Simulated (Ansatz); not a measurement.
## Structure relaxation of Pd

Level of theory: Ansatz, DFT PBE, scalar-relativistic, plane waves, PAW. Cutoff 420 eV, Γ-centred k mesh, Gaussian smearing, no spin polarisation in the final step.

Pd was placed on the trigonal selenium structure type (P3_121, No. 152), at a guessed volume.

```
CELL_PARAMETERS angstrom
3.60384 0.00000 0.00000
-1.80192 3.12102 0.00000
0.00000 0.00000 4.08868
ATOMIC_POSITIONS crystal
Pd 0.22540 0.00000 0.33333
Pd 0.00000 0.22540 0.66667
Pd 0.77460 0.77460 0.00000
```

Cell and atoms relax at zero pressure; the relaxation can't lower the symmetry of the start. After a coarse first stage the cell is made exact in the group found at 0.06 Å.

Energies count from the standard state of Pd at the same level.

(1) Describe the relaxed structure.

(2) What are its volume, energy, density and gap?

Answers

(1) It ends in Im-3m (No. 229). The result has the bcc structure. Conventional cell: a = 3.138 Å. Pd is coordinated by 8 Pd at 2.72 Å and 6 Pd at 3.14 Å.

```cif
data_structure
_symmetry_space_group_name_H-M 'Im-3m'
_symmetry_Int_Tables_number 229
_cell_length_a 3.1378
_cell_length_b 3.1378
_cell_length_c 3.1378
_cell_angle_alpha 90.000
_cell_angle_beta 90.000
_cell_angle_gamma 90.000
_cell_volume 30.89
loop_
_atom_site_label
_atom_site_type_symbol
_atom_site_symmetry_multiplicity
_atom_site_Wyckoff_symbol
_atom_site_fract_x
_atom_site_fract_y
_atom_site_fract_z
_atom_site_occupancy
Pd1 Pd 2 a 0.00000 0.00000 0.00000 1
```

(2) The volume per atom is 15.45 Å³ and the density is 11.44 g/cm³. The energy over the standard structure is 0.05 eV/atom. The gap on the 24×24×24 mesh is 0 eV (a metal).

The final run used a 24×24×24 mesh on its 1-atom cell and 0.10 eV smearing. For metals, differences of a few meV/atom aren't resolved. A structure relaxed within its symmetry needn't be a true minimum.